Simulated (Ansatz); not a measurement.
**1T-PdSTe monolayer in a perpendicular field**

Aim: how the 1T-PdSTe monolayer screens a field along its normal, and what the field does to its bands. A positive field points along +c.

Program: Ansatz 0.2.0. Level of theory: plane-wave DFT, PBE-D3(BJ), Ansatz PAW. Results are calculated unless marked as measured.

## (1) Set-up

The cell holds 3 atoms: 1 Te, 1 Pd and 1 S. Cell: a = 3.790 Å, b = 3.790 Å, c = 35.791 Å, α = 90.0°, β = 90.0°, γ = 120.0°. Vacuum lies along c.

## (2) Relaxation

The starting cell is a guess, so the in-plane lattice and the atoms are relaxed first, with the slab cut off from its images along the normal.

input.yaml reads:

```yaml
crystal:
  lattice:
    - [3.79, 0.0, 0.0]
    - [-1.895, 3.2822362803, 0.0]
    - [0.0, 0.0, 35.7910125278]
  atoms:
    - { symbol: Te, position: [0.6666666667, 0.3333333333, 0.4665975847] }
    - { symbol: Pd, position: [0.0, 0.0, 0.5084121418] }
    - { symbol: S, position: [0.3333333333, 0.6666666667, 0.5334024153] }
  periodic: [true, true, false]
kpoints:
  mp_grid: { grid: [12, 12, 1] }
hamiltonian:
  xc: pbe
  dispersion: d3bj
scf:
  occupations: { method: fermi_dirac, width: 0.05 }
  convergence: { dr2_threshold: 1.0e-09 }
relax:
  f_tol: 0.004
  max_steps: 90
  cell: {}
output:
  write_potential: true
  write_density: true
  volumetric_format: npy
```

Started as:

```sh
$ ansatz run input.yaml --threads 2 --pin off --max-ram 3072MiB --backend cpu --events-out ev --progress --plain --runs-dir out
```

Numbers of over 12 decimals in the logs are rounded to 6 here.

What it wrote:

```text
Warning: relax.cell: scf.convergence.dr2_threshold = 1e-9 eV is looser than the 1.9539239782e-10 eV advised for a relaxation that steers and ends on the stress (1e-10 eV for each atom of the cell: 3, times the square of relax.cell.stress_2d_tol = 0.05 N/m over 12.4 Å (the atoms' height at the walk's start and 5 Å past either face), 4.035e-2 GPa, over a crystal's default 0.05). What an SCF threshold leaves in a stress goes as its square root, and in the free energy as the threshold itself, and one threshold admits the most on a small cell: [figures from the program's tests cut] Set scf.convergence.dr2_threshold to 1.9539239782e-10 eV or tighter. [rest of the remark cut]
Engine: ansatz 0.2.0, x86_64-unknown-linux-gnu
Pseudopotentials: kind: paw
Pseudopotential: Te, paw, valence charge 16, recommended cutoff 420 eV (normal), Te.paw.azcp
Pseudopotential: Pd, paw, valence charge 18, recommended cutoff 420 eV (normal), Pd.paw.azcp
Pseudopotential: S, paw, valence charge 6, recommended cutoff 420 eV (normal), S.paw.azcp
Functional definition: PBE
  parameter kappa = 0.804
  parameter beta = 0.066725
  exchange = pbe_x(kappa = kappa, mu = beta*pi^2/3)
  correlation = pbe_c(beta = beta)
Crystal: 3 atoms, lattice volume = 445.229 Å³
Basis set: ecut = 420 eV, 8723 PW (Γ), exchange–correlation on 54×54×480 points (8 copies of the dense FFT grid, shifted against one another)
Bands: 24, of which v1, the nominal top of the filled ones, is band 20 counted from 1 (19 counted from 0)
Symmetry: 6 space group operations
Space group: P3m1 (ITA 156), of the structure as read, at distance tolerance 7.6e-5 Å
k-points: 19 of 144 (time reversal used)
Non-local potential: Te, projectors of the file, l = 0: 2, l = 1: 2, l = 2: 2, l = 3: 2
Non-local potential: Pd, projectors of the file, l = 0: 2, l = 1: 2, l = 2: 2, l = 3: 1
Non-local potential: S, projectors of the file, l = 0: 2, l = 1: 2, l = 2: 2
PAW form: soft (Blöchl's): semilocal exchange-correlation on the pseudo side does not see the compensation charge
PAW one-centre angular grid: Te, 590 points (default); XC on 64 Gauss nodes
PAW one-centre angular grid: Pd, 590 points (default); XC on 64 Gauss nodes
PAW one-centre angular grid: S, 110 points (default); XC on 64 Gauss nodes
Initial density: superposition of atomic densities (neutral atoms: chi_scale 0, normalization atom), corrected by the library's trained network
Initial wavefunctions: pseudopotential atomic-orbital guess
Functional: x = pbe(κ = 0.804, μ = 0.219515), c = pbe(β = 0.066725)
SCF iter   1: F=—  HF=-14855.918935 eV  |F-HF|=—  |Δ(HF+E_count)|=         —  Δρ=1.80e-3  dr2=7.95e-2  ethr=1.77e-3  ⟨swp⟩=17.5  Hψ=4038  notcnv=0
preconditioner: auto → LDOS  [insulator: Δε(μ)=0.145 eV  Ē_g=8.279 eV  σ=0.050 eV  W_gap=0.60  n_scr=20 (ndim 8)  ℏωp=8.3 eV  f_vac=0.819  D(μ)=1.21/eV (n_scr^D=6)  ε∞_Penn≈2.0  β→1.0]
SCF iter   2: F=—  HF=-14855.923734 eV  |F-HF|=—  |Δ(HF+E_count)|=   4.80e-3  Δρ=1.91e-3  dr2=9.16e-2  ethr=1.99e-4  ⟨swp⟩=5.1  Hψ=1324  notcnv=0
SCF iter   3: F=—  HF=-14855.914276 eV  |F-HF|=—  |Δ(HF+E_count)|=   9.46e-3  Δρ=2.16e-4  dr2=1.79e-4  ethr=1.99e-4  ⟨swp⟩=3.4  Hψ=690  notcnv=0
SCF iter   4: F=—  HF=-14855.914743 eV  |F-HF|=—  |Δ(HF+E_count)|=   4.66e-4  Δρ=1.37e-4  dr2=1.81e-4  ethr=4.48e-7  ⟨swp⟩=4.0  Hψ=1225  notcnv=0
SCF iter   5: F=—  HF=-14855.914721 eV  |F-HF|=—  |Δ(HF+E_count)|=   2.17e-5  Δρ=3.84e-5  dr2=2.75e-5  ethr=4.48e-7  ⟨swp⟩=3.1  Hψ=986  notcnv=0
SCF iter   6: F=—  HF=-14855.914695 eV  |F-HF|=—  |Δ(HF+E_count)|=   2.57e-5  Δρ=9.55e-6  dr2=1.29e-6  ethr=6.86e-8  ⟨swp⟩=2.8  Hψ=776  notcnv=0
SCF iter   7: F=—  HF=-14855.914732 eV  |F-HF|=—  |Δ(HF+E_count)|=   3.68e-5  Δρ=3.98e-6  dr2=1.40e-7  ethr=3.24e-9  ⟨swp⟩=3.7  Hψ=1087  notcnv=0
SCF iter   8: F=—  HF=-14855.914732 eV  |F-HF|=—  |Δ(HF+E_count)|=   6.56e-8  Δρ=1.01e-6  dr2=6.37e-9  ethr=3.49e-10  ⟨swp⟩=3.7  Hψ=1033  notcnv=0
SCF iter   9: F=-14855.914732 eV  HF=-14855.914732 eV  |F-HF|=2.71e-9  |Δ(HF+E_count)|=   1.91e-8  Δρ=2.46e-7  dr2=6.60e-10  ethr=2.50e-12  ⟨swp⟩=12.3  Hψ=3648  notcnv=0
SCF 1 converged in 9 iterations: F = -14855.914732 eV  dr2 = 6.60e-10
  greatest PAW one-centre occupation: 0.999 electrons in one spin orbital (limit 2), on the Pd atom at site 1 (counted from 0), in its partial waves of l = 0
relax step   1: F+E_penalty+E_count = -14855.91473230 eV  Δ(F+E_penalty+E_count) = +0.000e0 eV  max|allowed force component| = 1.902e0 eV/Å  Δτ_max = 0.0000 Å  P = +2.381 N/m  Ω = 445.229 Å³  fix = [c, alpha, beta]  reactions: c +0.000 N/m  (9 SCF iters, accepted)
Crystal: 3 atoms, lattice volume = 437.843 Å³
Basis set: ecut = 420 eV, 8579 PW (Γ), exchange–correlation on 54×54×480 points (8 copies of the dense FFT grid, shifted against one another)
Initial density: handed on by an earlier stage of this run
Initial wavefunctions: those handed on with the density
iter 1 solved again at ethr=3.02e-4 eV; its pass at ethr=3.10e-3 eV (dr2=1.21e-1 eV) is discarded
SCF iter   1: F=—  HF=-14856.201712 eV  |F-HF|=—  |Δ(HF+E_count)|=         —  Δρ=7.72e-3  dr2=1.21e-1  ethr=3.02e-4  ⟨swp⟩=2.1  Hψ=3751  notcnv=0
preconditioner: auto → LDOS  [insulator: Δε(μ)=0.261 eV  Ē_g=7.962 eV  σ=0.050 eV  W_gap=0.86  n_scr=20 (ndim 8)  ℏωp=8.3 eV  f_vac=0.811  D(μ)=0.17/eV (n_scr^D=2)  ε∞_Penn≈2.1  β→1.0]
SCF iter   2: F=—  HF=-14856.217048 eV  |F-HF|=—  |Δ(HF+E_count)|=   1.53e-2  Δρ=5.04e-3  dr2=1.86e-1  ethr=3.01e-4  ⟨swp⟩=3.6  Hψ=1034  notcnv=0
SCF iter   3: F=—  HF=-14856.182376 eV  |F-HF|=—  |Δ(HF+E_count)|=   3.47e-2  Δρ=1.60e-3  dr2=3.00e-2  ethr=3.01e-4  ⟨swp⟩=3.8  Hψ=1118  notcnv=0
SCF iter   4: F=—  HF=-14856.179906 eV  |F-HF|=—  |Δ(HF+E_count)|=   2.47e-3  Δρ=4.92e-4  dr2=1.08e-3  ethr=7.50e-5  ⟨swp⟩=1.9  Hψ=730  notcnv=0
SCF iter   5: F=—  HF=-14856.179926 eV  |F-HF|=—  |Δ(HF+E_count)|=   1.97e-5  Δρ=2.04e-4  dr2=6.05e-4  ethr=2.69e-6  ⟨swp⟩=3.1  Hψ=922  notcnv=0
SCF iter   6: F=—  HF=-14856.179868 eV  |F-HF|=—  |Δ(HF+E_count)|=   5.75e-5  Δρ=7.56e-5  dr2=3.71e-5  ethr=1.51e-6  ⟨swp⟩=1.7  Hψ=538  notcnv=0
SCF iter   7: F=—  HF=-14856.179846 eV  |F-HF|=—  |Δ(HF+E_count)|=   2.22e-5  Δρ=2.72e-5  dr2=4.44e-6  ethr=9.26e-8  ⟨swp⟩=3.4  Hψ=981  notcnv=0
SCF iter   8: F=—  HF=-14856.179845 eV  |F-HF|=—  |Δ(HF+E_count)|=   2.90e-7  Δρ=9.66e-6  dr2=6.21e-7  ethr=1.11e-8  ⟨swp⟩=2.7  Hψ=829  notcnv=0
SCF iter   9: F=—  HF=-14856.179891 eV  |F-HF|=—  |Δ(HF+E_count)|=   4.54e-5  Δρ=1.64e-6  dr2=2.64e-8  ethr=1.55e-9  ⟨swp⟩=3.5  Hψ=999  notcnv=0
SCF iter  10: F=—  HF=-14856.179891 eV  |F-HF|=—  |Δ(HF+E_count)|=   5.73e-9  Δρ=6.12e-7  dr2=1.27e-9  ethr=6.60e-11  ⟨swp⟩=3.4  Hψ=960  notcnv=0
[...]
SCF iter  10: F=—  HF=-14856.181392 eV  |F-HF|=—  |Δ(HF+E_count)|=   4.17e-5  Δρ=7.21e-7  dr2=3.65e-9  ethr=9.63e-10  ⟨swp⟩=3.3  Hψ=963  notcnv=0
SCF iter  11: F=-14856.181392 eV  HF=-14856.181392 eV  |F-HF|=7.04e-10  |Δ(HF+E_count)|=  2.27e-10  Δρ=2.33e-7  dr2=3.07e-10  ethr=2.50e-12  ⟨swp⟩=13.1  Hψ=3823  notcnv=0
SCF 3 converged in 11 iterations: F = -14856.181392 eV  dr2 = 3.07e-10
relax step   3: F+E_penalty+E_count = -14856.18139179 eV  Δ(F+E_penalty+E_count) = -1.501e-3 eV  max|allowed force component| = 4.372e-1 eV/Å  Δτ_max = 0.0449 Å  P = +0.589 N/m  Ω = 434.047 Å³  energy of the carried Pulay correction = +3.727e-4 eV  fix = [c, alpha, beta]  reactions: c +0.000 N/m  (11 SCF iters, accepted)
[...]
relax step   4: F+E_penalty+E_count = -14856.19010092 eV  Δ(F+E_penalty+E_count) = -8.709e-3 eV  max|allowed force component| = 1.799e-2 eV/Å  Δτ_max = 0.0233 Å  P = -0.107 N/m  Ω = 435.162 Å³  energy of the carried Pulay correction = +3.351e-4 eV  fix = [c, alpha, beta]  reactions: c -0.000 N/m  (9 SCF iters, accepted)
[...]
relax step   5: F+E_penalty+E_count = -14856.19013920 eV  Δ(F+E_penalty+E_count) = -3.829e-5 eV  max|allowed force component| = 1.237e-2 eV/Å  Δτ_max = 0.0022 Å  P = -0.015 N/m  Ω = 434.933 Å³  energy of the carried Pulay correction = +3.428e-4 eV  fix = [c, alpha, beta]  reactions: c -0.000 N/m  (6 SCF iters, accepted)
[...]
relax step   6: F+E_penalty+E_count = -14856.19020872 eV  Δ(F+E_penalty+E_count) = -6.952e-5 eV  max|allowed force component| = 2.002e-3 eV/Å  Δτ_max = 0.0032 Å  P = +0.001 N/m  Ω = 434.233 Å³  energy of the carried Pulay correction = +3.664e-4 eV  fix = [c, alpha, beta]  reactions: c +0.000 N/m  (7 SCF iters, accepted)
Initial wavefunctions: pseudopotential atomic-orbital guess (no wavefunctions were taken with the density)
iter 1 solved again at ethr=2.18e-6 eV; its pass at ethr=3.10e-3 eV (dr2=8.71e-4 eV) is discarded
SCF iter   1: F=—  HF=-14856.189836 eV  |F-HF|=—  |Δ(HF+E_count)|=         —  Δρ=1.51e-5  dr2=1.79e-7  ethr=2.18e-6  ⟨swp⟩=4.8  Hψ=5673  notcnv=0
eigensolver tolerance schedule: the retry pair's looser diagonalisation over-reported the residual by 4852.39 of it (diagonalisation noise at an unbounded share of the residual, at the tolerance the schedule requests for it); recorded, not acted on — ethr = c·dr2/N_el stays at c = 1.0e-1
preconditioner: auto → LDOS  [insulator: Δε(μ)=0.296 eV  Ē_g=8.069 eV  σ=0.050 eV  W_gap=0.90  n_scr=20 (ndim 8)  ℏωp=8.4 eV  f_vac=0.812  D(μ)=0.12/eV (n_scr^D=2)  ε∞_Penn≈2.1  β→1.0]
SCF iter   2: F=—  HF=-14856.189861 eV  |F-HF|=—  |Δ(HF+E_count)|=   2.44e-5  Δρ=5.69e-6  dr2=1.72e-7  ethr=4.49e-10  ⟨swp⟩=5.2  Hψ=1544  notcnv=0
SCF iter   3: F=—  HF=-14856.189860 eV  |F-HF|=—  |Δ(HF+E_count)|=   4.68e-8  Δρ=3.34e-6  dr2=5.46e-8  ethr=4.29e-10  ⟨swp⟩=2.5  Hψ=908  notcnv=0
SCF iter   4: F=—  HF=-14856.189860 eV  |F-HF|=—  |Δ(HF+E_count)|=  4.07e-10  Δρ=5.64e-7  dr2=3.34e-9  ethr=1.37e-10  ⟨swp⟩=3.8  Hψ=1062  notcnv=0
iter 5 met the thresholds in force, and the SCF goes on: an eigenvalue changes by 2.70 meV, over its tolerance of 1.08 meV (output.eigenvalues, Limitations)
SCF iter   5: F=-14856.189860 eV  HF=-14856.189860 eV  |F-HF|=5.42e-10  |Δ(HF+E_count)|=  7.82e-10  Δρ=2.19e-7  dr2=4.71e-10  ethr=2.50e-12  ⟨swp⟩=18.1  Hψ=4164  notcnv=0
iter 6 met the thresholds in force, and the SCF goes on: an eigenvalue changes by 1.36 meV, over its tolerance of 1.02 meV (output.eigenvalues, Limitations)
SCF iter   6: F=-14856.189860 eV  HF=-14856.189860 eV  |F-HF|=4.49e-10  |Δ(HF+E_count)|=  5.18e-10  Δρ=7.11e-8  dr2=2.05e-11  ethr=1.18e-12  ⟨swp⟩=7.8  Hψ=3001  notcnv=0
Mixer restart at iter 6: flushing history
SCF iter   7: F=-14856.189860 eV  HF=-14856.189860 eV  |F-HF|=2.62e-10  |Δ(HF+E_count)|=  4.53e-10  Δρ=2.03e-7  dr2=2.49e-10  ethr=1.00e-12  ⟨swp⟩=8.7  Hψ=3025  notcnv=0
SCF 7 converged in 7 iterations: F = -14856.189860 eV  dr2 = 2.49e-10
relax step   7: F+E_penalty+E_count = -14856.18986047 eV  Δ(F+E_penalty+E_count) = +3.483e-4 eV  max|allowed force component| = 1.930e-3 eV/Å  Δτ_max = 0.0000 Å  P = +0.001 N/m  Ω = 434.233 Å³  fix = [c, alpha, beta]  reactions: c +0.000 N/m  stress off target by 1.08e-3 N/m on what of the cell is left free  SCF on the basis re-selected at this cell (its energy is not comparable with the rows above)  (7 SCF iters)
basis re-selected at this cell: Δ(F+E_penalty+E_count) = +3.483e-4 eV, ΔP = -0.000 N/m vs the last step (what re-selecting the basis moved, of the pressure what is left beyond the Pulay correction that the steps carried, after the strain that the cell walked since its last selection, with what the two solves' SCF thresholds leave and, on support functions, any second-order correction that the steps lacked; it is no m [...]
WARN: The input density's exchange-correlation potential varies sharply where the density is thin. Do not read a vacuum level from v_tot or v_xc, or from such a field of the output density. On a cell that repeats whose density bears no net charge and no dipole along the vacuum's axis use v_es (v_loc + v_h of the components); under efield.dipole_correction with no amplitude use v_es + v_field, which holds any external [...]
SCF converged after 7 iterations
an eigenvalue changed by more than its tolerance at an iteration that met the thresholds in force, so the SCF went on 2 times, its first undamped step at iteration 6: the last check found none over its tolerance
Free energy (F): -14856.189860 eV
Harris-Foulkes:  -14856.189860 eV  (|F-HF|=2.62e-10)
Internal energy: -14856.188270 eV  (E = F + TS)
E sigma→0 (E₀):  -14856.189065 eV
Entropy (-TS):   -0.001590 eV (-0.530 meV/atom)
Fermi energy:    -5.167133 eV
--- Per-component energies (eV) ---
  E_band       = -1163.214105
  E_kinetic    = 798.472439
  E_local      = -95704.264765  (includes V_loc(G=0)·N_el)
  E_nonlocal   = -65.881576
  E_hartree    = 47461.833536
  E_xc         = -389.357162
  E_vxc        = -402.241712  (∫ρ·V_xc dr)
  E_paw        = -9011.943242  (= ΣΔE_a)
  E_vpaw       = -712.966938  (= ΣTr[D̂ρ^β])
  E_aug_tail   = 0.000022  (compensation charges beyond the density's cutoff)
  E_ewald      = 42055.844278
  E_disp       = -0.891800  (pairwise vdW)
  E_smearing   = -0.001590  (= −TS)
  E_closure    = 0.000000  (closes the sum)
  Σ components = -14856.189860   (vs F -14856.189860, Δ=0.00e0)
--- Forces (eV/Å), atoms counted from 1 ---
  atom   1  Te     0.00000000     0.00000000    -0.00173208
  atom   2  Pd     0.00000000    -0.00000000     0.00192917
  atom   3  S     -0.00000000    -0.00000000    -0.00020030
  max |Σ_I F_I| component: 3.20e-6 eV/Å
--- 2D stress c σ (N/m, compression-positive) ---
        0.001076      -0.000000       0.000000
       -0.000000       0.001076       0.000000
        0.000000       0.000000       0.000000
  P = ½ c Tr σ = 0.0011 N/m
--- Band table (eV; the first three rows and the last of 19) ---
  k-point 0: bands = [... 16 lower, -7.2774, -5.9352, -5.3164, -5.3164, -3.0826, -3.0826, -1.4107, -0.5115]
  k-point 1: bands = [... 16 lower, -7.3030, -5.9461, -5.4920, -5.3695, -3.5573, -3.1871, -1.2828, -0.3876]
  k-point 2: bands = [... 16 lower, -7.4646, -6.2120, -5.5677, -5.5607, -4.4207, -3.3818, -0.9576, -0.0677]
  k-point 18: bands = [... 16 lower, -8.5093, -7.5706, -7.1561, -6.8056, -5.0201, -3.8815, 0.3042, 1.4275]
  the weakly bound empty levels are not read free of the cell's end (no_gap_told)
--- Relaxed structure (6 steps of the walk, 6 accepted, 1 SCFs on fresh bases) ---
  F+E_penalty+E_count = -14856.18986047 eV   max|allowed force component| = 1.930e-3 eV/Å   (the final SCF, on the basis selected at the relaxed cell)
  cell:  # Å, volume = 434.2330 Å³
    - [3.742908, 0.0, 0]
    - [-1.871454, 3.241453, 0]
    - [0, 0, 35.7910125278]
  atoms:
    - { symbol: Te, position: [0.666667, 0.333333, 0.464120] }
    - { symbol: Pd, position: [0, 0, 0.505518] }
    - { symbol: S, position: [0.333333, 0.666667, 0.538774] }
```

Elapsed: 2.6 min, on 2 threads of Intel Xeon at 2.50GHz (Skylake/Cascade Lake), shared host; peak memory 0.73 GiB; 5.1 min of CPU time.

The steps of the relaxation:

```
step  energy less that of the first step (eV)  largest force component (eV/Å)  volume (Å³)
   1                                   0.0000                          1.9018       445.23
   2                                  -0.2652                          0.3633       437.84
   3                                  -0.2667                          0.4372       434.05
   4                                  -0.2754                          0.0180       435.16
   5                                  -0.2754                          0.0124       434.93
   6                                  -0.2755                          0.0020       434.23
  7*                                  -0.2751                          0.0019       434.23
```

Relaxation steps marked * repeat the geometry before them on a plane-wave basis chosen anew for their cell, so energy and pressure can jump there.

Forces are held to the 6 operations that the run works with; a distortion that breaks them can't arise in this run.

```
cell as run  before  after  change
      a (Å)   3.790  3.743  -1.2 %
      b (Å)   3.790  3.743  -1.2 %
```

The atoms that moved most (Å, along periodic axes as changes of fractional coordinates times the final cell, across vacuum about the mean position):

```
atom     dx     dy      dz  length
  S3  0.000  0.000   0.192   0.192
 Pd2  0.000  0.000  -0.104   0.104
 Te1  0.000  0.000  -0.089   0.089
```

Final coordinates:

```cif
data_structure
_symmetry_space_group_name_H-M 'P 1'
_symmetry_Int_Tables_number 1
_cell_length_a 3.7429
_cell_length_b 3.7429
_cell_length_c 35.7910
_cell_angle_alpha 90.000
_cell_angle_beta 90.000
_cell_angle_gamma 120.000
_cell_volume 434.23
loop_
_atom_site_label
_atom_site_type_symbol
_atom_site_fract_x
_atom_site_fract_y
_atom_site_fract_z
_atom_site_occupancy
Te1 Te 0.66667 0.33333 0.46412 1
Pd2 Pd 0.00000 0.00000 0.50552 1
S3 S 0.33333 0.66667 0.53877 1
```

This step gave:

| Property | Result |
| --- | --- |
| energy at zero smearing | -14856.1891 eV |

The lattice constant a goes from 3.790 to 3.743 Å.

[end of part 1 of 3]

[Logs are printed without paths, hosts, clocks, repeated set-up lines and the standing remarks that a program may print on its own settings, such as how far it seeks lower states.]

[Hosts, paths, dates, database ids (printed as entryN), source tags and the programs' standing remarks are cut or masked in the printed files.]

[Maps of the electrostatic potential energy from Ansatz leave out the sawtooth potential of an applied field or a dipole correction, so their vacuum need not be flat; planar profiles and work functions include it.]
